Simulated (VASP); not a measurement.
# Nb3Sn: relaxation of cell and atoms with PBE

Crystal: Nb3Sn.

```
CELL_PARAMETERS angstrom
5.28210 0.00000 0.00000
0.00000 5.28210 0.00000
0.00000 0.00000 5.28210
ATOMIC_POSITIONS crystal
Nb 0.25000 0.00000 0.50000
Nb 0.50000 0.75000 0.00000
Nb 0.75000 0.00000 0.50000
Nb 0.50000 0.25000 0.00000
Nb 0.00000 0.50000 0.75000
Nb 0.00000 0.50000 0.25000
Sn 0.00000 0.00000 0.00000
Sn 0.50000 0.50000 0.50000
```

```json
{"Program": "VASP 6.6.1", "Task": "relaxation of cell and atoms", "Functional": "PBE", "Potentials or basis": "VASP PAW PBE potentials, release 64 (Nb_sv, Sn_d)", "Cutoff": "600 eV", "k mesh": "8 × 8 × 8", "Occupations": "methfessel-paxton, width 0.1 eV", "Spin": "no spin polarisation", "Further INCAR settings": "ALGO = Normal; EDIFF = 1e-06; IBRION = 2; EDIFFG = -0.01; NSW = 90; ISIF = 3"}
```

| Quantity | Value |
| --- | --- |
| Relaxed volume | 18.79 Å³/atom |
| Relaxed cell | a = 5.317 Å, b = 5.317 Å, c = 5.317 Å, α = 90.00°, β = 90.00°, γ = 90.00° |
| Space group after relaxing (to 0.05 Å) | Pm-3n (No. 223) |
| Energy gained by relaxing | 3.7 meV/atom |
| Ionic steps | 3 |
| Pressure after relaxing | 0.0 GPa |
| Band gap on the k mesh | none (metal or under the smearing width) |

The path:
| step | energy change (eV) | largest force (eV/Å) | pressure (GPa) | volume (Å³) |
| --- | --- | --- | --- | --- |
| 1 | 0.0000 | 0.0000 | 3.32 | 147.37 |
| 2 | 0.0623 | 0.0000 | -5.33 | 155.67 |
| 3 | -0.0297 | 0.0000 | -0.03 | 150.32 |

Final structure:
```xyz
8
Lattice="5.3171 0.0000 0.0000 0.0000 5.3171 0.0000 0.0000 0.0000 5.3171" Properties=species:S:1:pos:R:3 pbc="T T T"
Nb    1.3293    0.0000    2.6586
Nb    2.6586    3.9878    0.0000
Nb    3.9878    0.0000    2.6586
Nb    2.6586    1.3293    0.0000
Nb    0.0000    2.6586    3.9878
Nb    0.0000    2.6586    1.3293
Sn    0.0000    0.0000    0.0000
Sn    2.6586    2.6586    2.6586
```

Levels at points of the mesh, in eV from the Fermi level:
```csv
k point,band 49,band 50,band 51,band 52,band 53,band 54,band 55,band 56,band 57,band 58
"(0.00, 0.00, 0.00)",-1.32,-0.53,-0.53,-0.53,-0.05,-0.05,2.34,2.34,2.34,2.37
"(0.50, 0.00, 0.00)",-0.97,-0.97,-0.81,-0.81,-0.38,-0.38,1.48,1.48,2.15,2.15
"(0.50, 0.50, 0.00)",0.09,0.09,0.18,0.19,0.19,0.59,0.62,0.62,0.76,0.92
"(0.50, 0.50, 0.50)",0.05,0.05,0.05,0.05,0.11,0.11,0.11,0.11,0.11,0.11
```

It took 9.5 min on 2 MPI ranks on Intel(R) Xeon(R) Platinum 8259CL CPU @ 2.50GHz (Skylake/Cascade Lake), on a shared host, peak memory 0.45 GiB a rank.

PBE usually gives volumes a little too large and moduli too small. Zero-point motion and thermal expansion aren't in these numbers.
